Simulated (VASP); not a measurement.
# Nb7C8 (a cell with a defect) in VASP: a series of runs

One crystal, Nb7C8 (a cell with a defect), is run at these levels: PBE; tasks: single point.

Everything below comes from runs of VASP 6.6.1. Logs are shortened: lines on timing, memory, paths and dates and some standing lists are left out, and cuts for length are marked.

## 1. The crystal as given

The cell holds a defect, 15 atoms: a = 6.336 Å, b = 6.336 Å, c = 6.336 Å, α = 60.00°, β = 60.00°, γ = 60.00°.

## 2. Single point, PBE

INCAR

```
  PREC = Accurate
  ENCUT = 520
  EDIFF = 1E-6
  ISMEAR = -1
  SIGMA = 0.05
  LREAL = Auto
  LASPH = True
  NELM = 80
  ALGO = Fast
  ISIF = 2
  LWAVE = False
  LCHARG = False
  GGA = PE
  NBANDS = 74
```

KPOINTS

```
regular mesh
0
Gamma
  3 3 3
```

POSCAR

```
Nb7C8
1.0
    0.0000000000      4.4803686200      4.4803686200
    4.4803686200      0.0000000000      4.4803686200
    4.4803686200      4.4803686200      0.0000000000
Nb C
7 8
Direct
    0.0001835786     -0.0002072374      0.0000661776
    0.0001951848     -0.0001904977      0.5000640996
    0.0001853642      0.4998266192      0.0000679632
    0.0002015459      0.4997928050      0.5001523736
    0.5001780412     -0.0001470861      0.0000669588
    0.5001463473      0.4998131158      0.0000801273
    0.5002504682      0.4998188073      0.5000060687
    0.2463038410      0.2537400595      0.2460826538
    0.2462180221      0.2537749896      0.7540052586
    0.2502019577      0.7498168756      0.2500684866
    0.2462229324      0.7459130673      0.7540112849
    0.7540971037      0.2537824667      0.2461491662
    0.7501840328      0.2498196231      0.7500699797
    0.7541020140      0.7458933145      0.2461388992
    0.7541604914      0.7458522464      0.7539788099
```

Potentials or basis: VASP PAW PBE potentials, release 64 (Nb_sv, C).

Launch:

```bash
$ cat potpaw_PBE.64/Nb_sv/POTCAR potpaw_PBE.64/C/POTCAR > POTCAR
$ mpirun -np 1 vasp_std > vasp.out
```

OUTCAR:

```text
PREC = Accurate
   ENCUT = 520
   EDIFF = 1E-6
   ISMEAR = -1
   LREAL = Auto
   LASPH = True
   NELM = 80
   ISIF = 2
   GGA = PE

 ion  position               nearest neighbor table
   1  0.000  1.000  0.000-  13 2.24  11 2.24  10 2.24  14 2.24   9 2.24  12 2.24
   2  0.000  1.000  0.500-  10 2.24  13 2.24  11 2.24  15 2.24  12 2.24   8 2.24
   3  0.000  0.500  0.000-  15 2.20   9 2.20  11 2.20  12 2.20   8 2.20  14 2.20
   4  0.000  0.500  0.500-   9 2.24  15 2.24  13 2.24  10 2.24  14 2.24   8 2.24
   5  0.500  1.000  0.000-   8 2.24  13 2.24  10 2.24  14 2.24   9 2.24  15 2.24
   6  0.500  0.500  0.000-   8 2.24  10 2.24  13 2.24  11 2.24  12 2.24  15 2.24
   7  0.500  0.500  0.500-  12 2.24  10 2.24  14 2.24  13 2.24   9 2.24  11 2.24
   8  0.246  0.254  0.246-   3 2.20   5 2.24   6 2.24   2 2.24   4 2.24
   9  0.246  0.254  0.754-   3 2.20   4 2.24   1 2.24   5 2.24   7 2.24
  10  0.250  0.750  0.250-   7 2.24   2 2.24   6 2.24   5 2.24   1 2.24   4 2.24
  11  0.246  0.746  0.754-   3 2.20   1 2.24   2 2.24   6 2.24   7 2.24
  12  0.754  0.254  0.246-   3 2.20   7 2.24   2 2.24   6 2.24   1 2.24
  13  0.750  0.250  0.750-   5 2.24   4 2.24   1 2.24   7 2.24   6 2.24   2 2.24
  14  0.754  0.746  0.246-   3 2.20   7 2.24   1 2.24   5 2.24   4 2.24
  15  0.754  0.746  0.754-   3 2.20   4 2.24   2 2.24   6 2.24   5 2.24

  LATTYP: Found a face centered cubic cell.
 ALAT       =     8.9607372400

  Lattice vectors:

 A1 = (   0.0000000000,   4.4803686200,   4.4803686200)
 A2 = (   4.4803686200,   0.0000000000,   4.4803686200)
 A3 = (   4.4803686200,   4.4803686200,   0.0000000000)

Analysis of symmetry for initial positions (statically):
=====================================================================
 Subroutine PRICEL returns:
 Original cell was already a primitive cell.

 Routine SETGRP: Setting up the symmetry group for a
 face centered cubic supercell.

 Subroutine GETGRP returns: Found  1 space group operations
 (whereof  1 operations were pure point group operations)
 out of a pool of 48 trial point group operations.

The static configuration has the point symmetry C_1 .

Analysis of symmetry for dynamics (positions and initial velocities):
=====================================================================
 Subroutine PRICEL returns:
 Original cell was already a primitive cell.

 Routine SETGRP: Setting up the symmetry group for a
 face centered cubic supercell.

 Subroutine GETGRP returns: Found  1 space group operations
 (whereof  1 operations were pure point group operations)
 out of a pool of 48 trial point group operations.

The dynamic configuration has the point symmetry C_1 .

 Subroutine INISYM returns: Found  1 space group operations
 (whereof  1 operations are pure point group operations),
 and found     1 'primitive' translations

----------------------------------------------------------------------------------------

                                     Primitive cell

  volume of cell :     179.8752

  direct lattice vectors                    reciprocal lattice vectors
     0.000000000  4.480368620  4.480368620    -0.111597960  0.111597960  0.111597960
     4.480368620  0.000000000  4.480368620     0.111597960 -0.111597960  0.111597960
     4.480368620  4.480368620  0.000000000     0.111597960  0.111597960 -0.111597960

  length of vectors
     6.336198067  6.336198067  6.336198067     0.193293337  0.193293337  0.193293337

  position of ions in fractional coordinates (direct lattice)
     0.000183579  0.999792763  0.000066178
     0.000195185  0.999809502  0.500064100
     0.000185364  0.499826619  0.000067963
     0.000201546  0.499792805  0.500152374
     0.500178041  0.999852914  0.000066959
     0.500146347  0.499813116  0.000080127
     0.500250468  0.499818807  0.500006069
     0.246303841  0.253740059  0.246082654
     0.246218022  0.253774990  0.754005259
     0.250201958  0.749816876  0.250068487
     0.246222932  0.745913067  0.754011285
     0.754097104  0.253782467  0.246149166
     0.750184033  0.249819623  0.750069980
     0.754102014  0.745893315  0.246138899
     0.754160491  0.745852246  0.753978810

  ion indices of the primitive-cell ions
   primitive index   ion index
                 1           1
                 2           2
                 3           3
                 4           4
                 5           5
                 6           6
                 7           7
                 8           8
                 9           9
                10          10
                11          11
                12          12
                13          13
                14          14
                15          15

----------------------------------------------------------------------------------------

 KPOINTS: regular mesh

Automatic generation of k-mesh.
 Grid dimensions read from file:
 generate k-points for:    3    3    3

 Generating k-lattice:

  Cartesian coordinates                     Fractional coordinates (reciprocal lattice)
    -0.037199320  0.037199320  0.037199320     0.333333333  0.000000000  0.000000000
     0.037199320 -0.037199320  0.037199320     0.000000000  0.333333333  0.000000000
     0.037199320  0.037199320 -0.037199320     0.000000000  0.000000000  0.333333333

  Length of vectors
     0.064431112  0.064431112  0.064431112

  Shift w.r.t. Gamma in fractional coordinates (k-lattice)
     0.000000000  0.000000000  0.000000000

 Subroutine IBZKPT returns following result:
 ===========================================

 Found     14 irreducible k-points:

 Following reciprocal coordinates:
            Coordinates               Weight
  0.000000  0.000000  0.000000      1.000000
  0.333333  0.000000  0.000000      2.000000
  0.000000  0.333333  0.000000      2.000000
  0.000000  0.000000  0.333333      2.000000
  0.333333  0.333333  0.333333      2.000000
  0.333333  0.333333  0.000000      2.000000
  0.000000  0.333333  0.333333      2.000000
  0.333333  0.000000  0.333333      2.000000
 -0.333333  0.333333  0.000000      2.000000
  0.000000 -0.333333  0.333333      2.000000
  0.333333  0.000000 -0.333333      2.000000
  0.333333  0.333333 -0.333333      2.000000
 -0.333333  0.333333 -0.333333      2.000000
  0.333333 -0.333333 -0.333333      2.000000
   k-points           NKPTS =     14   k-points in BZ     NKDIM =     14   number of bands    NBANDS=     74
   number of dos      NEDOS =    301   number of ions     NIONS =     15
   total plane-waves  NPLWV = 110592
   dimension x,y,z NGX =    48 NGY =   48 NGZ =   48
   dimension x,y,z NGXF=    96 NGYF=   96 NGZF=   96
   ions per type =               7   8
   NGX,Y,Z   is equivalent  to a cutoff of  12.59, 12.59, 12.59 a.u.
   NGXF,Y,Z  is equivalent  to a cutoff of  25.19, 25.19, 25.19 a.u.
 SYSTEM =  unknown system
   PREC   = accura    normal or accurate (medium, high low for compatibility)
   ISTART =      0    job   : 0-new  1-cont  2-samecut
   ICHARG =      2    charge: 1-file 2-atom 10-const
   ISPIN  =      1    spin polarized calculation?
   LNONCOLLINEAR =      F non collinear calculations
   LSORBIT =      F    spin-orbit coupling
   LASPH  =      T    aspherical Exc in radial PAW
   ENCUT  =  520.0 eV  38.22 Ry    6.18 a.u.  11.78 11.78 11.78*2*pi/ulx,y,z
   NELM   =     80;   NELMIN=  2; NELMDL= -5     # of ELM steps
   EDIFF  = 0.1E-05   stopping-criterion for ELM
   LREAL  =      T    real-space projection
   EDIFFG = 0.1E-04   stopping-criterion for IOM
   NSW    =      0    number of steps for IOM
[... 5 lines left out ...]
   TEBEG  =    0.0;   TEEND  =   0.0 temperature during run
   PSTRESS=    0.0 pullay stress
   NELECT =     123.0000    total number of electrons
   NUPDOWN=      -1.0000    fix difference up-down
   EMIN   =  10.00;   EMAX   =-10.00  energy-range for DOS
   EFERMI =   0.00;   METHOD = LEGACY
   ISMEAR =    -1;   SIGMA  =   0.05  broadening in eV -4-tet -1-fermi 0-gaus
   EFERMI_NEDOS =   21; number of points for ismear=-14 and -15
   IALGO  =     68    algorithm
   IMIX   =      4    mixing-type and parameters
     AMIX     =   0.40;   BMIX     =  1.00
     AMIX_MAG =   1.60;   BMIX_MAG =  1.00
  volume/ion in A,a.u.               =      11.99        80.92
  Fermi-wavevector in a.u.,A,eV,Ry     =   1.442291  2.725534 28.302871  2.080202
  Thomas-Fermi vector in A             =   2.560827
   LORBIT       =      0    0 simple, 1 ext, 2 COOP (PROOUT), +10 PAW based schemes
   GGA     = PE    functional components
   LHFCALC =     F    Hartree Fock is set to
   AEXX    =    0.0000 exact exchange contribution
   IVDW    =     0    specifies the selected vdW correction
   LEPSILON=     F    determine dielectric tensor
   LRPA    =     F    only Hartree local field effects (RPA)
 non-spin polarized calculation
 RMM-DIIS sequential band-by-band and
  energy-cutoff  :      520.00
  volume of cell :      179.88
 maximum number of plane-waves:      4909
   NGX = 23   NGY = 23   NGZ = 23

 number of electron     122.9999993 magnetization

 Free energy of the ion-electron system (eV)
  ---------------------------------------------------
  ext. energy  EPLUGINS =         0.00000000
  ---------------------------------------------------
  free energy    TOTEN  =      -149.14740836 eV

  energy without entropy =     -149.09292621  energy(sigma->0) =     -149.12016729

 E-fermi :  10.1207     XC(G=0): -12.4098

 val. band max:       10.0500309640   @ k =   0.0000   0.3333   0.0000
 cond. band min:      10.1332056314   @ k =   0.3333   0.0000   0.0000
 fundamental gap:      0.0831746674
 Fermi energy:        10.1206987437

 k-point     1 :       0.0000    0.0000    0.0000
  band No.  band energies     occupation
      1     -45.1317      2.00000
      2     -45.0560      2.00000
      3     -45.0560      2.00000
      4     -45.0560      2.00000
      5     -45.0223      2.00000
      6     -45.0223      2.00000
[... 65 lines left out ...]
     72      12.8385      0.00000
     73      12.8850      0.00000

 k-point     2 :       0.3333    0.0000    0.0000
  band No.  band energies     occupation
      1     -45.1119      2.00000
      2     -45.0737      2.00000
      3     -45.0476      2.00000
      4     -45.0476      2.00000
      5     -45.0308      2.00000
      6     -45.0307      2.00000
[... 65 lines left out ...]
     72      13.1113      0.00000
     73      13.3411      0.00000

 k-point     3 :       0.0000    0.3333    0.0000
  band No.  band energies     occupation
      1     -45.1119      2.00000
      2     -45.0737      2.00000
      3     -45.0476      2.00000
      4     -45.0476      2.00000
      5     -45.0308      2.00000
      6     -45.0307      2.00000
[... 825 lines left out ...]
     72      13.2248      0.00000
     73      13.3783      0.00000

 k-point    14 :       0.3333   -0.3333   -0.3333
  band No.  band energies     occupation
      1     -45.0866      2.00000
      2     -45.0818      2.00000
      3     -45.0582      2.00000
      4     -45.0477      2.00000
      5     -45.0363      2.00000
      6     -45.0307      2.00000
[... 65 lines left out ...]
     72      13.2193      0.00000
     73      13.3781      0.00000
 [bands above 73 left out]

------------------------ aborting loop because EDIFF is reached ----------------------------------------

  FORCE on cell =-STRESS in cart. coord.  units (eV):
  Direction    XX          YY          ZZ          XY          YZ          ZX
  --------------------------------------------------------------------------------------
  -------------------------------------------------------------------------------------
  Total       -4.7970736     -4.7955990     -4.7989411      0.0005240     -0.0003246     -0.0003031
  in kB      -42.7283115    -42.7151770    -42.7449455      0.0046675     -0.0028908     -0.0026995
  external PRESSURE =     -42.7294780 kB  Pullay stress =       0.0000000 kB

 VOLUME and BASIS-vectors are now :
 -----------------------------------------------------------------------------
  energy-cutoff  :      520.00
  volume of cell :      179.88
      direct lattice vectors                 reciprocal lattice vectors
     0.000000000  4.480368620  4.480368620    -0.111597960  0.111597960  0.111597960
     4.480368620  0.000000000  4.480368620     0.111597960 -0.111597960  0.111597960
     4.480368620  4.480368620  0.000000000     0.111597960  0.111597960 -0.111597960

 POSITION                                       TOTAL-FORCE (eV/Angst)
 -----------------------------------------------------------------------------------
      4.47974      0.00112      4.48026         0.000869      0.000163      0.000200
      6.71999      2.24135      4.48039         0.000172     -0.000414     -0.000059
      2.23971      0.00114      2.24024        -0.000226     -0.000118     -0.000572
      4.48012      2.24177      2.24016        -0.000269     -0.002480      0.000734
      4.48001      2.24128      6.72069        -0.000784     -0.001061     -0.001343
      2.23971      2.24120      4.48019         0.000090      0.000001      0.001670
      4.47958      4.48152      4.48068         0.001090     -0.000792     -0.000270
      2.23939      2.20607      2.24038         0.001008     -0.007471     -0.001034
      4.51523      4.48137      2.24015         0.006831      0.000504     -0.000007
      4.47986      2.24140      4.48045        -0.000517      0.000827     -0.000658
      6.72021      4.48142      4.44513        -0.000021      0.000911     -0.007835
      2.23988      4.48147      4.51567        -0.000005      0.000691      0.007387
      4.47987      6.72169      4.48038        -0.000976      0.002002      0.000339
      4.44467      4.48145      6.72053        -0.008235     -0.000405      0.000680
      6.71980      6.75702      6.72061         0.000972      0.007641      0.000769
 -----------------------------------------------------------------------------------
    total drift:                               -0.004825      0.010880      0.000855

  FREE ENERGIE OF THE ION-ELECTRON SYSTEM (eV)
  ---------------------------------------------------
  free  energy   TOTEN  =      -149.1474083599 eV

  energy  without entropy=     -149.0929262149  energy(sigma->0) =     -149.12016729
```

Run time: 14 min. Hardware: 1 thread of Intel Xeon Platinum 8559C (Emerald Rapids), shared host; peak memory 0.38 GiB.

Results:

```yaml
Free_energy: -149.1474 eV
Pressure: -4.3 GPa
Largest_force: 0.008 eV/Å
Band_gap_on_the_k_mesh: none (metal or under the smearing width)
```

Forces in eV/Å, atoms in the order of the input:
```
Nb   0.001  0.000  0.000
Nb   0.000  0.000  0.000
Nb   0.000  0.000 -0.001
Nb   0.000 -0.002  0.001
Nb  -0.001 -0.001 -0.001
Nb   0.000  0.000  0.002
Nb   0.001 -0.001  0.000
C    0.001 -0.007 -0.001
C    0.007  0.001  0.000
C   -0.001  0.001 -0.001
C    0.000  0.001 -0.008
C    0.000  0.001  0.007
C   -0.001  0.002  0.000
C   -0.008  0.000  0.001
C    0.001  0.008  0.001
```

Caveat: the k mesh is coarse (spacing up to 0.40 Å⁻¹), so the values aren't converged.

## 3. Single point, PBE

INCAR

```
PREC = Accurate
ENCUT = 520
EDIFF = 1E-6
ISMEAR = -1
SIGMA = 0.05
LREAL = Auto
LASPH = T
NELM = 100
ALGO = Fast
ISIF = 2
LWAVE = F
LCHARG = T
GGA = PE
LELF = T
LVHAR = T
NBANDS = 74
```

KPOINTS is that of step 2.

POSCAR

```
Nb7C8
1.0
    0.0000000000      4.4803686200      4.4803686200
    4.4803686200      0.0000000000      4.4803686200
    4.4803686200      4.4803686200      0.0000000000
Nb C
7 8
Direct
    0.0224634419      0.0072700491     -0.0152635878
   -0.0223952555     -0.0078194459      0.5147105508
    0.0000347070      0.4997248418     -0.0039716598
    0.0000332562      0.4997251766      0.5016685435
    0.5000344146     -0.0002724106      0.1188465828
    0.5075700669      0.5221619466     -0.0152634762
    0.4924975347      0.4772909734      0.5147075376
    0.2165780502      0.2831966759      0.2545452387
    0.2469447480      0.2528127920      0.7518174922
    0.2579291121      0.7576223717      0.2516930181
    0.2531030583      0.7527969875      0.7371844328
    0.7469643201      0.2466554861      0.2433245102
    0.7421392707      0.2418304367      0.7674840603
    0.7834910021      0.7162568021      0.2545579609
    0.7531241927      0.7466392352      0.7518144791
```

Potentials or basis: VASP PAW PBE potentials, release 64 (Nb_sv, C).

Launch:

```bash
$ cat potpaw_PBE.64/Nb_sv/POTCAR potpaw_PBE.64/C/POTCAR > POTCAR
$ mpirun -np 1 vasp_std > vasp.out
```

Run time: 9.8 min. Hardware: 1 thread of Intel Xeon Platinum 8559C (Emerald Rapids), shared host; peak memory 0.37 GiB.

The run converged. Its results:

* Free energy: -146.9663 eV
* Pressure: 1.5 GPa
* Largest force: 4.543 eV/Å
* Band gap on the k mesh: none (metal or under the smearing width)

Forces on the atoms (eV/Å):
```
Nb   0.267  0.163 -0.141
Nb   0.163  0.267  0.141
Nb   0.391  0.391  0.000
Nb  -0.006 -0.006  0.000
Nb  -3.212 -3.212  0.000
Nb   0.163  0.267 -0.141
Nb   0.267  0.163  0.141
C   -0.248  0.894  0.000
C    0.211  0.286  0.000
C    0.078  0.078 -0.213
C    0.334  0.334 -0.485
C    0.334  0.334  0.485
C    0.078  0.078  0.213
C    0.894 -0.248  0.000
C    0.286  0.211  0.000
```

Stress tensor (GPa, compression positive):
```
 3.77 -5.16  0.00
-5.16  3.77  0.00
 0.00  0.00 -3.13
```

Levels at points of the mesh, in eV from the Fermi level:
```
           k point  band 57  band 58  band 59  band 60  band 61  band 62  band 63  band 64  band 65  band 66
(0.00, 0.00, 0.00)    -1.02    -0.82    -0.78    -0.41     0.05     0.11     0.17     0.31     0.49     1.04
```

Caveat: the k mesh is coarse (spacing up to 0.40 Å⁻¹), so the values aren't converged.

[end of part 1 of 2]
